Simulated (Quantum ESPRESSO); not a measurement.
# Al: equation of state with BLYP+D4

**Measured values to compare with.**

From “The interpretation of polycrystalline coherent inelastic neutron scattering from aluminium”, 2013, pmc:3831299, for a bulk crystal of Al: bulk modulus 76.9 GPa.

Crystal: Al.

```
Al
1.0
     0.00000    2.02481    2.02481
     2.02481    0.00000    2.02481
     2.02481    2.02481    0.00000
Al
1
Direct
  0.00000 0.00000 0.00000
```

| Item | Value |
| --- | --- |
| Program | Quantum ESPRESSO 7.5 |
| Task | equation of state |
| Functional | BLYP |
| Dispersion | D4 |
| Potentials or basis | PseudoDojo 0.4.1 SR PBE standard |
| Cutoff | 544 eV |
| Density cutoff | 2177 eV |
| k mesh | 11 × 11 × 11 |
| Occupations | fermi-dirac, width 0.05 eV |
| Spin | no spin polarisation |
| Dispersion computed by | dftd4 4.3.1 through ASE |
| Mixing beta | 0.5 |
| Most SCF iterations | 120 |
| SCF threshold | 2e-10 Ry |

* Equilibrium volume: 16.15 Å³/atom
* Bulk modulus: 75 GPa
* Pressure derivative of the bulk modulus: 4.8

Energy against volume, from the lowest point:
| volume (Å³/atom) | energy (meV/atom) |
| --- | --- |
| 15.607 | 4.26 |
| 15.939 | 0.42 |
| 16.271 | 0.00 |
| 16.603 | 2.62 |
| 16.935 | 7.96 |
| 17.267 | 15.69 |
| 17.599 | 25.53 |

Run time: 24 s on 1 thread of Arm Neoverse V1, with other jobs on the host, peak memory 0.08 GiB.

Measured bulk modulus of Al: 76.9 GPa (quoted in “The interpretation of polycrystalline coherent inelastic neutron scattering from aluminium”, 2013, pmc:3831299). This calculation gives 75 GPa (-3.0 %). The fit is for a static lattice scaled at fixed shape and fixed fractional positions.

Caveat: the potentials were made for another functional, which shifts forces and pressure.
